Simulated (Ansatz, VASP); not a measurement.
# Cross-check of AsP (honeycomb PAs, 3 layers, AA') between VASP and Ansatz, part 2 of 2

Wanted: the spread between two codes on one cell, functional and k mesh. The structure shown is the start of the Ansatz relaxation below; VASP solves that cell, so the two are compared at the walk's first step.

VASP 6.6.1 and Ansatz 0.2.0.

So far: The starting structure; Ansatz: relaxation, PBE with D3(BJ).

## 3. VASP: single point, PBE with D3(BJ), start cell

Level of this step: PBE with D3(BJ); plane waves and PAW (As, P) (VASP).

The same cell, functional, mesh and smearing now go to VASP, with its own data sets.

Lines of VASP's logs that name or quote its potential files are left out, and so is its time.

Input file INCAR:

```
SYSTEM = AsP
PREC = Accurate
ENCUT = 400
EDIFF = 1E-06
NELM = 120
ISMEAR = -1
SIGMA = 0.05
LREAL = .FALSE.
ALGO = Normal
GGA = PE
IVDW = 12
NBANDS = 21
LORBIT = 11
LWAVE = .FALSE.
LCHARG = .FALSE.
ISIF = 2
LDIPOL = .TRUE.
IDIPOL = 3
DIPOL = 0.5 0.5 0.5
LVHAR = .TRUE.
LASPH = .TRUE.
GGA_COMPAT = .FALSE.
EFERMI = MIDGAP
NELMDL = -8
KPAR = 2
```

Input file POSCAR:

```
AsP
1.0
    3.4400000000      0.0000000000      0.0000000000
   -1.7200000000      2.9791270000      0.0000000000
    0.0000000000      0.0000000000     51.3600000000
As P
3 3
Direct
    0.6666666107      0.3333332214      0.4010903427
    0.3333333893      0.6666667786      0.4871495327
    0.6666666107      0.3333332214      0.5732087227
    0.3333333893      0.6666667786      0.4267912773
    0.6666666107      0.3333332214      0.5128504673
    0.3333333893      0.6666667786      0.5989096573
```

Input file KPOINTS:

```
Automatic mesh
0
Gamma
9 9 1
0 0 0
```

PAW data sets: As and P (PBE family, release 64).

The run is started by

```bash
$ mpirun -np 2 vasp_std
```

Numbers of over 12 decimals in the logs are rounded to 6 here.

Output:

```text
[banner, memory and clock lines left out]
running    2 mpi-ranks, on    1 nodes
 distrk:  each k-point on    1 cores,    2 groups
 distr:  one band on    1 cores,    1 groups

 POSCAR found type information on POSCAR AsP
 POSCAR found :  2 types and       6 ions
 LDA part: xc-table for (Slater+PW92), standard interpolation
|                                                                             |
|           W    W    AA    RRRRR   N    N  II  N    N   GGGG   !!!           |
|           W    W   A  A   R    R  NN   N  II  NN   N  G    G  !!!           |
|           W    W  A    A  R    R  N N  N  II  N N  N  G       !!!           |
|           W WW W  AAAAAA  RRRRR   N  N N  II  N  N N  G  GGG   !            |
|           WW  WW  A    A  R   R   N   NN  II  N   NN  G    G                |
|           W    W  A    A  R    R  N    N  II  N    N   GGGG   !!!           |
|                                                                             |
|     One of the lattice vectors is very long (>50 A), but AMIN is rather     |
|     large. This can spoil convergence since charge sloshing might occur     |
|     along the long lattice vector. If problems with convergence are         |
|     observed, try to decrease AMIN to a smaller value (e.g. 0.01).          |
|     Note: This warning only applies if the self-consistency cycle is        |
|     used.                                                                   |
|                                                                             |

 POSCAR, INCAR and KPOINTS ok, starting setup
 FFT: planning ... GRIDC
 FFT: planning ... GRID_SOFT
 FFT: planning ... GRID
 WAVECAR not read
 entering main loop
       N       E                     dE             d eps       ncg     rms          rms(c)
DAV:   1     0.205205815556E+03    0.20521E+03   -0.79866E+03   520   0.799E+02
DAV:   2    -0.158766046538E+01   -0.20679E+03   -0.19690E+03   766   0.162E+02
DAV:   3    -0.286166197208E+02   -0.27029E+02   -0.26785E+02   636   0.701E+01
DAV:   4    -0.295248666783E+02   -0.90825E+00   -0.90125E+00   714   0.156E+01
DAV:   5    -0.295446252846E+02   -0.19759E-01   -0.19709E-01   729   0.200E+00
DAV:   6    -0.295451594691E+02   -0.53418E-03   -0.53393E-03   764   0.367E-01
DAV:   7    -0.295451779872E+02   -0.18518E-04   -0.18517E-04   782   0.531E-02
DAV:   8    -0.295451788993E+02   -0.91207E-06   -0.91228E-06   687   0.102E-02    0.879E+00
DAV:   9    -0.293476731976E+02    0.19751E+00   -0.86249E-01   718   0.708E+00    0.543E+00
DAV:  10    -0.319181582289E+02   -0.25705E+01   -0.82529E+00   747   0.179E+01    0.486E+00
DAV:  11    -0.293363041910E+02    0.25819E+01   -0.43374E+01   759   0.157E+01    0.127E+00
DAV:  12    -0.292574584071E+02    0.78846E-01   -0.21240E+00   640   0.507E+00    0.832E-01
DAV:  13    -0.292565478483E+02    0.91056E-03   -0.15926E-01   656   0.207E+00    0.555E-01
DAV:  14    -0.292460476317E+02    0.10500E-01   -0.18292E-02   743   0.732E-01    0.450E-01
[...]
DAV:  29    -0.292288147006E+02    0.10387E-05   -0.48270E-07   402   0.433E-03    0.323E-02
DAV:  30    -0.292288187198E+02   -0.40192E-05   -0.11295E-06   428   0.113E-02    0.346E-02
DAV:  31    -0.292288246636E+02   -0.59438E-05   -0.12077E-05   633   0.152E-02    0.409E-02
DAV:  32    -0.292288230147E+02    0.16489E-05   -0.11305E-06   417   0.591E-03    0.374E-02
DAV:  33    -0.292288240473E+02   -0.10327E-05   -0.68004E-07   412   0.556E-03    0.360E-02
DAV:  34    -0.292288427348E+02   -0.18687E-04   -0.16524E-05   675   0.256E-02    0.315E-02
DAV:  35    -0.292288444654E+02   -0.17306E-05   -0.26836E-05   619   0.263E-02    0.159E-02
DAV:  36    -0.292288447104E+02   -0.24507E-06   -0.68786E-06   626   0.133E-02
   1 F= -.31001360E+02 E0= -.30992994E+02  d E =-.167324E-01
```

OUTCAR, selected parts (step 3):

```text
ion  position               nearest neighbor table
   1  0.667  0.333  0.401-   4 2.38   4 2.38   4 2.38
   2  0.333  0.667  0.487-   5 2.38   5 2.38   5 2.38
   3  0.667  0.333  0.573-   6 2.38   6 2.38   6 2.38
   4  0.333  0.667  0.427-   1 2.38   1 2.38   1 2.38
   5  0.667  0.333  0.513-   2 2.38   2 2.38   2 2.38
   6  0.333  0.667  0.599-   3 2.38   3 2.38   3 2.38

  LATTYP: Found a hexagonal cell.
 ALAT       =     3.4400000000
 C/A-ratio  =    14.9302325581

 Subroutine GETGRP returns: Found  6 space group operations
 (whereof  6 operations were pure point group operations)

The static configuration has the point symmetry C_3v.

 Found     12 irreducible k-points:

   k-points           NKPTS =     12   k-points in BZ     NKDIM =     12   number of bands    NBANDS=     21

   dimension x,y,z NGX =    24 NGY =   24 NGZ =  336
   dimension x,y,z NGXF=    48 NGYF=   48 NGZF=  672

   ENCUT  =  400.0 eV  29.40 Ry    5.42 a.u.   5.61  5.61 83.76*2*pi/ulx,y,z

   NELECT =      30.0000    total number of electrons

 k-points in reciprocal lattice and weights: Automatic mesh
   0.00000000  0.00000000  0.00000000       0.012
   0.11111111  0.00000000  0.00000000       0.074
   0.22222222 -0.00000000  0.00000000       0.074
   0.33333333 -0.00000000  0.00000000       0.074
   0.44444444 -0.00000000  0.00000000       0.074
   0.11111111  0.11111111  0.00000000       0.074
   0.22222222  0.11111111  0.00000000       0.148
   0.33333333  0.11111111  0.00000000       0.148
   0.44444444  0.11111111  0.00000000       0.074
   0.22222222  0.22222222  0.00000000       0.074
   0.33333333  0.22222222  0.00000000       0.148
   0.33333333  0.33333333  0.00000000       0.025

 dipolmoment           0.000000      0.000000      0.037396 electrons x Angstroem

 average (electrostatic) potential at core
       1 -57.5720       2 -57.4632       3 -57.3677       4 -91.5234       5 -91.3821
       6 -91.2662

 E-fermi :  -1.9672

 k-point     1 :       0.0000    0.0000    0.0000
  band No.  band energies     occupation
    ...
     11      -3.3312      2.00000
     12      -3.3312      2.00000
     13      -3.1853      2.00000
     14      -3.1853      2.00000
     15      -2.0427      1.63840
     16      -0.6740      0.00000
     17      -0.2727      0.00000
     18      -0.1010      0.00000
     19       0.2236      0.00000
     20       0.2236      0.00000
    ...

 k-point     2 :       0.1111    0.0000    0.0000
  band No.  band energies     occupation
    ...
     11      -3.8457      2.00000
     12      -3.7051      2.00000
     13      -3.5593      2.00000
     14      -3.5032      2.00000
     15      -1.9477      0.80778
     16      -0.5113      0.00000
     17      -0.2289      0.00000
     18       0.0245      0.00000
     19       0.5972      0.00000
     20       0.7406      0.00000
    ...

 k-point     3 :       0.2222   -0.0000    0.0000
  band No.  band energies     occupation
    ...
     11      -4.5430      2.00000
     12      -4.4019      2.00000
     13      -4.2564      2.00000
     14      -3.4261      2.00000
     15      -2.1341      1.93150
     16      -1.5047      0.00019
     17      -1.0841      0.00000
     18      -0.6157      0.00000
     19       1.0736      0.00000
     20       1.1966      0.00000
    ...

 Edisp (eV)   -1.77252

  Total       0.33134     0.33134     2.89477     0.00000    -0.00000     0.00000
  in kB       1.00859     1.00859     8.81155     0.00000    -0.00000     0.00000
  external pressure =        3.61 kB  Pullay stress =        0.00 kB

  energy-cutoff  :      400.00
  volume of cell :      526.35
      direct lattice vectors                 reciprocal lattice vectors
     3.440000000  0.000000000  0.000000000     0.290697674  0.167834402  0.000000000
    -1.720000000  2.979127000  0.000000000     0.000000000  0.335668805  0.000000000
     0.000000000  0.000000000 51.360000000     0.000000000  0.000000000  0.019470405

 POSITION                                       TOTAL-FORCE (eV/Angst)
 -----------------------------------------------------------------------------------
      1.72000      0.99304     20.60000        -0.000000     -0.000000     -0.044285
      0.00000      1.98609     25.02000         0.000000      0.000000      0.351071
      1.72000      0.99304     29.44000        -0.000000      0.000000      0.377840
      0.00000      1.98609     21.92000        -0.000000      0.000000     -0.391246
      1.72000      0.99304     26.34000         0.000000     -0.000000     -0.342040
      0.00000      1.98609     30.76000        -0.000000      0.000000      0.048661
 -----------------------------------------------------------------------------------
    total drift:                               -0.000000     -0.000018      0.000210

  FREE ENERGIE OF THE ION-ELECTRON SYSTEM (eV)
  ---------------------------------------------------
  free  energy   TOTEN  =       -31.0013597307 eV

  energy  without entropy=      -30.9846273371  energy(sigma->0) =      -30.99299353

 vacuum level on the upper side and lower side of the slab         2.788         2.126

 total charge
# of ion       s       p       d       tot
------------------------------------------
    1        1.288   1.389   0.058   2.735
    2        1.305   1.377   0.060   2.742
    3        1.300   1.386   0.059   2.744
    4        1.117   1.331   0.000   2.447
    5        1.118   1.329   0.000   2.447
    6        1.110   1.328   0.000   2.438
--------------------------------------------------
tot          7.238   8.139   0.177  15.554

[... 3 further parts left out ...]
```

## 4. Differences

Known differences besides the potentials themselves: Ansatz cuts the interaction across the vacuum, VASP repeats the sheet with a dipole correction; the data sets hold 60 valence electrons in Ansatz (on its default PAW (the set named soft_2) files) and 30 in VASP; the cutoff is 420 eV in Ansatz and 400 eV in VASP. Total energies have different zeros and are not compared.

Forces (eV/Å; atoms numbered as in POSCAR):

```csv
atom,"Ansatz x, y, z","VASP x, y, z"
As1,"0.000, 0.000, -0.011","0.000, 0.000, -0.044"
As2,"0.000, 0.000, 0.379","0.000, 0.000, 0.351"
As3,"0.000, 0.000, 0.404","0.000, 0.000, 0.378"
P4,"0.000, 0.000, -0.421","0.000, 0.000, -0.391"
P5,"0.000, 0.000, -0.370","0.000, 0.000, -0.342"
P6,"0.000, 0.000, 0.018","0.000, 0.000, 0.049"
```

The forces differ by 17 meV/Å r.m.s., which is 9.8 % of the r.m.s. force of 0.173 eV/Å (both taken over all components). With vacuum in the cell, a pressure given here is an average over mostly empty space and none of the material.

## 5. Summary of results

```yaml
r_m_s_force_difference_single_point_pbe_with_d3_bj_start_cell: 17 meV/Å
```

**Reading.** The r.m.s. force difference is 17 meV/Å (single point, PBE with D3(BJ), start cell), beyond the 12 meV/Å picked in this series as the mark of a large difference. The data sets hold unlike numbers of valence electrons (60 in Ansatz and 30 in VASP), so part of the differences comes from the potentials. What causes the difference of the single point, PBE with D3(BJ), start cell pair stays open here. 1 further run of this series is not shown here. Such differences can come from data sets, numerical settings and the points named under the comparisons, not from the functional's error against experiment.

[Lines on the potential files, build, host, timing and source positions are cut from VASP's logs without a mark.]

[Logs are printed without paths, hosts, clocks, repeated set-up lines and the standing remarks that a program may print on its own settings, such as how far it seeks lower states.]

[Hosts, paths, dates, database ids (printed as entryN), source tags and the programs' standing remarks are cut or masked in the printed files.]
